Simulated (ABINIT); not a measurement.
# Al (P-1) in ABINIT: convergence with cutoff

Aim: find how far cutoff must go before the results for Al settle, at RPBE. This setting moves, with any that are tied to it; all else stays.

Program: ABINIT 10.8.3 (patched build). These are calculated values, not measurements. Logs are shortened: lines on timing, memory, paths and dates and some standing lists are left out, and cuts for length are marked. The log counts tension as positive stress, the text compression.

## 1. The cell of the first run

The typed cell holds 1 atom: a = 2.810 Å, b = 2.752 Å, c = 2.786 Å, α = 107.06°, β = 112.51°, γ = 110.94°.

This isn't the form of Al at room conditions, which is fcc.

The cell isn't the ideal one: cell strained at random at fixed volume.

## 2. With cutoff 6 Ha

The input, run.abi:

```
pp_dirpath "./"
pseudos "Al.GGA_PBE-JTH.xml"

acell 3*1.0
rprim
    -3.2105501994     2.9561099151     3.0250698008
     3.0820544921    -2.9912644902     2.9317286686
     3.1376370066     2.9183512974    -3.0602243759
ntypat 1
znucl 13
natom 1
typat 1
xred
    -0.0006930000     0.0123870000     0.0058490000
chkprim 0
chksymtnons 0
tolsym 1.0e-6

ecut 163.268317 eV
pawecutdg 46.0
pawxcdev 0

kptopt 1
ngkpt 12 12 12
nshiftk 1
shiftk 0.0 0.0 0.0

ixc 15

nband 6
occopt 7
tsmear 0.00183747

nstep 100
tolvrs 1.0e-9

iomode 3
prtwf 0
prtden 0
prteig 0
prtebands 0
enunit 2
```

Potentials or basis: JTH PAW PBE v2.0.

The run is started by

```sh
$ abinit run.abi > log 2>&1
```

Wall time 7.5 s (1 thread of Arm Neoverse V1, shared host); peak memory 0.09 GiB.

Results (log left out):

```yaml
Free_energy: -56.8100 eV
Band_gap_on_the_k_mesh: none (metal or under the smearing width)
Valence_electrons_inside_the_program's_atomic_spheres: Al 0.75 (radii [1.0074] Å)
```

## 3. With cutoff 7.5 Ha

Changes to run.abi since step 2:

```diff
@@ -18,3 +18,3 @@
 
-ecut 163.268317 eV
+ecut 204.085397 eV
 pawecutdg 46.0
```

Potentials or basis: JTH PAW PBE v2.0.

The run is started by

```sh
$ abinit run.abi > log 2>&1
```

It took 12 s on 1 thread of Arm Neoverse V1, shared host; peak memory 0.09 GiB.

The run converged. Its results:

```
Free energy                                           : -56.8223 eV
Band gap on the k mesh                                : none (metal or under the smearing width)
Valence electrons inside the program's atomic spheres : Al 0.75 (radii [1.0074] Å)
```

## 4. With cutoff 9 Ha

Changes to run.abi since step 3:

```diff
@@ -18,3 +18,3 @@
 
-ecut 204.085397 eV
+ecut 244.902476 eV
 pawecutdg 46.0
```

The run is started by

```sh
$ abinit run.abi > log 2>&1
```

It took 13 s on 1 thread of Arm Neoverse V1, shared host; peak memory 0.1 GiB.

Results (log left out):

```
Free energy                                           : -56.8315 eV
Band gap on the k mesh                                : none (metal or under the smearing width)
Valence electrons inside the program's atomic spheres : Al 0.75 (radii [1.0074] Å)
```

## 5. With cutoff 10.5 Ha

Changes to run.abi since step 4:

```diff
@@ -18,3 +18,3 @@
 
-ecut 244.902476 eV
+ecut 285.719556 eV
 pawecutdg 46.0
```

The run is started by

```sh
$ abinit run.abi > log 2>&1
```

Run time: 14 s. Hardware: 1 thread of Arm Neoverse V1, shared host; peak memory 0.11 GiB.

The run converged. Its results:

| Item | Value |
| --- | --- |
| Free energy | -56.8395 eV |
| Pressure | 5.0 GPa |
| Band gap on the k mesh | none (metal or under the smearing width) |
| Valence electrons inside the program's atomic spheres | Al 0.75 (radii [1.0074] Å) |

## 6. With cutoff 13 Ha

Changes to run.abi since step 5:

```diff
@@ -18,3 +18,3 @@
 
-ecut 285.719556 eV
+ecut 353.748021 eV
 pawecutdg 46.0
```

Potentials or basis: JTH PAW PBE v2.0.

The run is started by

```sh
$ abinit run.abi > log 2>&1
```

It took 21 s on 1 thread of Arm Neoverse V1, shared host; peak memory 0.12 GiB.

The run converged. Its results:

- Free energy: -56.8482 eV
- Pressure: 4.9 GPa
- Band gap on the k mesh: none (metal or under the smearing width)
- Valence electrons inside the program's atomic spheres: Al 0.75 (radii [1.0074] Å)

## 7. With cutoff 15 Ha

Changes to run.abi since step 6:

```diff
@@ -18,3 +18,3 @@
 
-ecut 353.748021 eV
+ecut 408.170794 eV
 pawecutdg 46.0
```

The run is started by

```sh
$ abinit run.abi > log 2>&1
```

It took 25 s on 1 thread of Arm Neoverse V1, shared host; peak memory 0.13 GiB.

It converged, with:

```yaml
Free_energy: -56.8517 eV
Pressure: 4.9 GPa
Band_gap_on_the_k_mesh: none (metal or under the smearing width)
Valence_electrons_inside_the_program's_atomic_spheres: Al 0.75 (radii [1.0074] Å)
```

## 8. With cutoff 17 Ha

Changes to run.abi since step 7:

```diff
@@ -18,3 +18,3 @@
 
-ecut 408.170794 eV
+ecut 462.593566 eV
 pawecutdg 46.0
```

The run is started by

```sh
$ abinit run.abi > log 2>&1
```

It took 27 s on 1 thread of Arm Neoverse V1, shared host; peak memory 0.14 GiB.

The run converged. Its results:

| Property | Result |
| --- | --- |
| Free energy | -56.8534 eV |
| Pressure | 4.9 GPa |
| Band gap on the k mesh | none (metal or under the smearing width) |
| Valence electrons inside the program's atomic spheres | Al 0.75 (radii [1.0074] Å) |

## 9. With cutoff 20 Ha

Changes to run.abi since step 8:

```diff
@@ -18,3 +18,3 @@
 
-ecut 462.593566 eV
+ecut 544.227725 eV
 pawecutdg 46.0
```

Potentials or basis: JTH PAW PBE v2.0.

The run is started by

```sh
$ abinit run.abi > log 2>&1
```

Run time: 45 s. Hardware: 1 thread of Arm Neoverse V1, shared host; peak memory 0.16 GiB.

It converged, with:

| Quantity | Value |
| --- | --- |
| Free energy | -56.8546 eV |
| Pressure | 4.9 GPa |
| Band gap on the k mesh | none (metal or under the smearing width) |
| Valence electrons inside the program's atomic spheres | Al 0.75 (radii [1.0074] Å) |

## 10. With cutoff 24 Ha

Changes to run.abi since step 9:

```diff
@@ -18,3 +18,3 @@
 
-ecut 544.227725 eV
+ecut 653.073270 eV
 pawecutdg 46.0
```

Potentials or basis: JTH PAW PBE v2.0.

The run is started by

```sh
$ abinit run.abi > log 2>&1
```

run.abo:

```text
.Version 10.8.3 of ABINIT
 Symmetries : space group P-1 (#  2); Bravais aP (primitive triclinic)
================================================================================
 Values of the parameters that define the memory need of the present run
     intxc =       0    ionmov =       0      iscf =      17    lmnmax =       8
     lnmax =       4     mgfft =      24  mpssoang =       2    mqgrid =    3001
     natom =       1  nloc_mem =       2    nspden =       1   nspinor =       1
    nsppol =       1      nsym =       2    n1xccc =       1    ntypat =       1
    occopt =       7   xclevel =       2
       mpw =         625          nfft =       13824          nkpt =         868
 PAW method is used; the additional fine FFT grid is defined by:
   mgfftf=        36    nfftf =     41472
================================================================================
================================================================================

--------------------------------------------------------------------------------
------------- Echo of variables that govern the present computation ------------
--------------------------------------------------------------------------------
 -outvars: echo values of preprocessed input variables --------
            acell      1.0000000000E+00  1.0000000000E+00  1.0000000000E+00 Bohr
              amu      2.69815390E+01
          chkprim           0
      chksymtnons           0
             ecut      2.40000000E+01 Hartree
           enunit           2
                       outvar_i_n : Printing only first  50 k-points.
              ixc          15
                       outvar_i_n : Printing only first  50 k-points.
         kptrlatt       12    0    0      0   12    0      0    0   12
          kptrlen      6.09026851E+01
            natom           1
            nband           6
            ngfft          24      24      24
          ngfftdg          36      32      36
             nkpt         868
            nstep         100
             nsym           2
           ntypat           1
                       prtocc : prtvol=0, do not print more k-points.
           occopt           7
        pawecutdg      4.60000000E+01 Hartree
         pawxcdev           0
           prtden           0
        prtebands           0
           prteig           0
            prtwf           0
            rprim     -3.2105501994E+00  2.9561099151E+00  3.0250698008E+00
                       3.0820544921E+00 -2.9912644902E+00  2.9317286686E+00
                       3.1376370066E+00  2.9183512974E+00 -3.0602243759E+00
          spgroup           2
           tolsym      1.00000000E-06
           tolvrs      1.00000000E-09
           tsmear      1.83747000E-03 Hartree
            typat      1
           useylm           1
                       outvars : Printing only first  50 k-points.
           xangst      3.1091467874E-02 -1.1658800908E-02  8.6360118790E-03
            xcart      5.8754359133E-02 -2.2031940673E-02  1.6319697271E-02
             xred     -6.9300000000E-04  1.2387000000E-02  5.8490000000E-03
            znucl       13.00000

================================================================================

 chkinp: Checking input parameters for consistency.

================================================================================
[... 103 lines left out ...]
 reduced coordinates (array xred) for    1 atoms
      -0.000693000000      0.012387000000      0.005849000000
 rms dE/dt=  0.0000E+00; max dE/dt=  0.0000E+00; dE/dt below (all hartree)
    1       0.000000000000      0.000000000000      0.000000000000

 cartesian coordinates (angstrom) at end:
    1      0.03109146787353    -0.01165880090809     0.00863601187898

 cartesian forces (hartree/bohr) at end:
    1     -0.00000000000000    -0.00000000000000    -0.00000000000000
 frms,max,avg= 0.0000000E+00 0.0000000E+00   0.000E+00  0.000E+00  0.000E+00 h/b

 cartesian forces (eV/Angstrom) at end:
    1     -0.00000000000000    -0.00000000000000    -0.00000000000000
 frms,max,avg= 0.0000000E+00 0.0000000E+00   0.000E+00  0.000E+00  0.000E+00 e/A
 length scales=  1.000000000000  1.000000000000  1.000000000000 bohr
              =  0.529177210544  0.529177210544  0.529177210544 angstroms
 Fermi (or HOMO) energy (hartree) =   0.33764   Average Vxc (hartree)=  -0.36666
 Eigenvalues (hartree) for nkpt= 868  k points:
 kpt#   1, nband=  6, wtk=  0.00058, kpt=  0.0000  0.0000  0.0000 (reduced coord)
  -0.07735    0.79940    0.81544    0.85550    0.85961    0.89013
      occupation numbers for kpt#   1
   2.00000    0.00000    0.00000    0.00000    0.00000    0.00000
 prteigrs : prtvol=0 or 1, do not print more k-points.

 Fermi (or HOMO) energy (eV) =   9.18777   Average Vxc (eV)=  -9.97743
 Eigenvalues (   eV  ) for nkpt= 868  k points:
 kpt#   1, nband=  6, wtk=  0.00058, kpt=  0.0000  0.0000  0.0000 (reduced coord)
  -2.10493   21.75273   22.18925   23.27932   23.39119   24.22171
 prteigrs : prtvol=0 or 1, do not print more k-points.

--- !EnergyTerms
iteration_state     : {dtset: 1, }
comment             : Components of total free energy in Hartree
kinetic             :  8.40072122195561E-01
hartree             :  3.34118821333208E-03
xc                  : -1.07586246661139E+00
Ewald energy        : -2.72222761939273E+00
psp_core            : -1.00744283543595E-01
local_psp           :  3.06056226652126E-01
PAW spherical_terms :  6.59999221178246E-01
internal            : -2.08936561130845E+00
'-kT*entropy'       : -2.62213948466604E-05
total_energy        : -2.08939183270330E+00
total_energy_eV     : -5.68552481788875E+01
...

--- !EnergyTermsDC
iteration_state     : {dtset: 1, }
comment             : '"Double-counting" decomposition of free energy'
band_energy         :  5.20628727872114E-01
Ewald energy        : -2.72222761939273E+00
psp_core            : -1.00744283543595E-01
xc_dc               :  2.98483850992814E-02
PAW spherical_terms :  1.83135600159260E-01
internal            : -2.08935918980567E+00
'-kT*entropy'       : -2.62213948466604E-05
total_energy_dc     : -2.08938541120052E+00
total_energy_dc_eV  : -5.68550734408952E+01
...

--- !EnergyTermsWithPAWCore
iteration_state     : {dtset: 1, }
comment             : 'Components of total free energy, including PAW core contributions'
Total energy        : -2.42926578380764E+02
Total energy DC     : -2.42926571959262E+02
Total energy (eV)   : -6.61036895373356E+03
Total energy DC (eV): -6.61036877899557E+03
...

 Cartesian components of stress tensor (hartree/bohr^3)
  sigma(1 1)= -2.03026611E-04  sigma(3 2)= -2.40040664E-05
  sigma(2 2)= -1.47357626E-04  sigma(3 1)= -5.30540123E-05
  sigma(3 3)= -1.50819043E-04  sigma(2 1)= -1.94791788E-05

-Cartesian components of stress tensor (GPa)         [Pressure=  4.9153E+00 GPa]
- sigma(1 1)= -5.97324913E+00  sigma(3 2)= -7.06224016E-01
- sigma(2 2)= -4.33541104E+00  sigma(3 1)= -1.56090293E+00
- sigma(3 3)= -4.43724945E+00  sigma(2 1)= -5.73097226E-01

== END DATASET(S) ==============================================================
================================================================================

 -outvars: echo values of variables after computation  --------
            acell      1.0000000000E+00  1.0000000000E+00  1.0000000000E+00 Bohr
           etotal     -2.0893854112E+00
            fcart     -0.0000000000E+00 -0.0000000000E+00 -0.0000000000E+00
            rprim     -3.2105501994E+00  2.9561099151E+00  3.0250698008E+00
                       3.0820544921E+00 -2.9912644902E+00  2.9317286686E+00
                       3.1376370066E+00  2.9183512974E+00 -3.0602243759E+00
           strten     -2.0302661145E-04 -1.4735762608E-04 -1.5081904331E-04
                      -2.4004066403E-05 -5.3054012299E-05 -1.9479178775E-05
           xangst      3.1091467874E-02 -1.1658800908E-02  8.6360118790E-03
             xred     -6.9300000000E-04  1.2387000000E-02  5.8490000000E-03
 Calculation completed.
```

Run time: 49 s. Hardware: 1 thread of Arm Neoverse V1, shared host; peak memory 0.19 GiB.

Results:

```
Free energy                                           : -56.8551 eV
Pressure                                              : 4.9 GPa
Band gap on the k mesh                                : none (metal or under the smearing width)
Valence electrons inside the program's atomic spheres : Al 0.75 (radii [1.0074] Å)
```

## 11. The series at a glance

```tsv
cutoff	energy less the tightest run, at zero smearing (meV/atom)	SCF cycles	CPU time (s)	peak memory (GiB)
6 Ha	45.10	7	7.5	0.09
7.5 Ha	32.75	7	12	0.09
9 Ha	23.56	7	13	0.1
10.5 Ha	15.59	7	14	0.11
13 Ha	6.91	7	21	0.12
15 Ha	3.34	7	25	0.13
17 Ha	1.68	7	27	0.14
20 Ha	0.44	7	45	0.16
24 Ha	0.00	7	49	0.19
```

Against the tightest run, the energy stays within 1 meV/atom from 20 Ha on. The tightest run that finished is the yardstick and may itself not be fully converged.

Caveats: the PAW data sets were made with another functional, which shifts forces and pressure a little.
